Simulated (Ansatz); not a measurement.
# MoS2 in Ansatz: the effect of functional

Slab: MoS2, a slab with vacuum.

```
Mo S
1.0
     3.18413    0.00000    0.00000
    -1.59206    2.75753    0.00000
     0.00000    0.00000   17.33460
Mo S
1 2
Cartesian
  0.0000 0.0000 0.0000
  0.0000 1.8384 15.7833
  0.0000 1.8384 1.5513
```

Alike in all runs:

- Program: Ansatz 0.2.0
- Task: band structure
- Potentials or basis: Ansatz PAW
- k mesh: 10 × 10 × 2
- Occupations: fermi-dirac, width 0.05 eV
- Spin: no spin polarisation

```csv
functional,cutoff,gap on the mesh (eV),largest force (eV/Å)
LDA,420 eV (not typed: the program's choice for these potentials),1.73,0.39
PBEsol,420 eV (not typed: the program's choice for these potentials),1.73,0.15
r2SCAN,500 eV (not typed: the program's choice for these potentials),?,?
```

What does the run with functional r2SCAN give?

gap on the mesh 1.81 eV; largest force 0.02 eV/Å.

Caveats: the k mesh misses the band edges, so the gap on the mesh is wider than the one along the path; the PAW data sets come from PBE, with cores solved anew for the run's functional, which leaves a small shift of forces and pressure.
